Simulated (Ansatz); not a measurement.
# Cu under pressure: fit and missing row

Cu, Fm-3m, a = 3.563 Å. Ansatz: PBEsol, PAW, 420 eV, Γ-centred 20×20×20 mesh on 1 atom, Gaussian smearing 0.10 eV; no spin polarisation. Cell and atoms are relaxed at each pressure, and no other structure is tried, so the rows at high pressure may lie past a change of phase.

```
V (Å³/atom) P (GPa)
      9.645    40.00
     10.298    20.00
     10.739    10.00
          ?     5.06
     11.184     2.00
     11.312     0.04
     11.453    -1.99
```

Q: Take V0 = 11.312 Å³/atom, count pressures from its P0 = 0.04 GPa, fit the third-order Birch–Murnaghan form to the other rows, and predict the missing volume.

A: With the Eulerian strain f = ½[(V0/V)^(2/3) − 1] and y = (P − P0)/[3f(1 + 2f)^(5/2)], the form is the line y = B0 + 1.5 B0 (B0′ − 4) f. Rows (f, y): 0.05607, 182.1; 0.03231, 176.1; 0.01763, 172.7; 0.00381, 168.3; -0.00411, 168.1. Means f = 0.02114, y = 173.46; Σ(Δf)² = 0.002295, ΣΔfΔy = 0.5587; the slope is their ratio. y = 168.3 + 243.4 f GPa, so B0 = 168.3 GPa and B0′ = 4 + 2 × (243.4)/(3 × 168.3) = 4.96. P = 5.06 GPa is met at f = 0.00937 (y = 170.58), so V = V0 (1 + 2f)^(−3/2) = 11.001 Å³/atom. The run gave 11.002 Å³/atom, so the fit is 0.001 Å³/atom too low, within twice the rms miss on the fitted rows (0.0007 Å³/atom).

The mesh isn't the same in all rows (20×20×20, 22×22×22).